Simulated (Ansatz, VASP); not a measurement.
# GaP: VASP beside Ansatz

```
Ga P
1.0
     0.00000    2.72581    2.72581
     2.72581    0.00000    2.72581
     2.72581    2.72581    0.00000
Ga P
1 1
Cartesian
  0.0000 0.0000 0.0000
  1.3629 1.3629 1.3629
```

The cell is a database's computed one.

Alike in both runs: task single point; functional PBE; k mesh 4 × 4 × 4; occupations gaussian, width 0.1 eV; no spin polarisation.

|  | VASP | Ansatz |
| --- | --- | --- |
| version | VASP 6.6.1 | Ansatz 0.2.0 |
| potentials or method | VASP PAW PBE potentials, release 64 (Ga_d, P) | scalar-relativistic, plane waves, PAW |
| plane-wave cutoff (eV) | 520 | 420 |
| valence electrons in the cell | 18 | 18 |

Ansatz gave:

| Quantity | Value |
| --- | --- |
| gap on the k mesh at the Fermi level (eV) | 1.63 |
| least direct gap on the mesh (eV) | 1.81 |
| pressure (GPa) | 2.9 |

Task: Estimate VASP's values.

Result: gap on the k mesh at the Fermi level (eV): 1.63; least direct gap on the mesh (eV): 1.81; pressure (GPa): 2.8.

The functional is the same, so the differences come from potentials, cutoffs and numerics.

Caveats: the k mesh is coarse (spacing up to 0.50 Å⁻¹), so the values aren't converged. A k mesh can miss the band edges.
